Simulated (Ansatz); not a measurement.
The system is Si3N4.

```
CELL_PARAMETERS angstrom
4.13078 0.00000 0.00000
0.00000 4.13078 0.00000
0.00000 0.00000 4.13078
ATOMIC_POSITIONS crystal
Si 0.00000 0.00000 0.50000
Si 0.50000 0.00000 0.00000
Si 0.00000 0.50000 0.00000
N 0.23952 0.23952 0.76048
N 0.76048 0.76048 0.76048
N 0.23952 0.76048 0.23952
N 0.76048 0.23952 0.23952
```

The cell was built by a generator and needn't be a form met in nature.

- Program: Ansatz 0.2.0
- Task: relaxation of cell and atoms
- Functional: LDA
- Potentials or basis: Ansatz PAW
- Cutoff: 420 eV (not typed: the program's choice for these potentials)
- k mesh: 7 × 7 × 7
- Occupations: fermi-dirac, width 0.05 eV
- Spin: no spin polarisation

At the start: volume 10.07 Å³/atom.

Task: Where does the relaxation end?

Result: It ends after 7 steps and the volume is 9.69 Å³/atom (-3.8 %); space group P-43m (No. 215, to 0.05 Å).

Step by step:
| step | energy change (eV) | largest force (eV/Å) | volume (Å³) |
| --- | --- | --- | --- |
| 1 | 0.0000 | 0.3075 | 70.48 |
| 2 | -0.0647 | 0.2758 | 68.92 |
| 3 | -0.0876 | 0.0635 | 67.80 |
| 4 | -0.0878 | 0.0146 | 67.85 |
| 5 | -0.0788 | 0.0143 | 67.85 |
| 6 | -0.0790 | 0.0002 | 67.81 |
| 7 | -0.0788 | 0.0003 | 67.81 |

Final structure:
```
CELL_PARAMETERS angstrom
4.07778 0.00000 0.00000
0.00000 4.07778 0.00000
0.00000 0.00000 4.07778
ATOMIC_POSITIONS crystal
Si 0.00000 0.00000 0.50000
Si 0.50000 0.00000 0.00000
Si 0.00000 0.50000 0.00000
N 0.23979 0.23979 0.76021
N 0.76021 0.76021 0.76021
N 0.23979 0.76021 0.23979
N 0.76021 0.23979 0.23979
```

Caveat: the plane-wave basis is chosen anew once the cell has moved, so the energies of steps on either side of that aren't comparable; the pressure holds a Pulay correction of +0.7 GPa for the finite cutoff; the PAW data sets come from PBE, with cores solved anew for the run's functional, which leaves a small shift of forces and pressure.
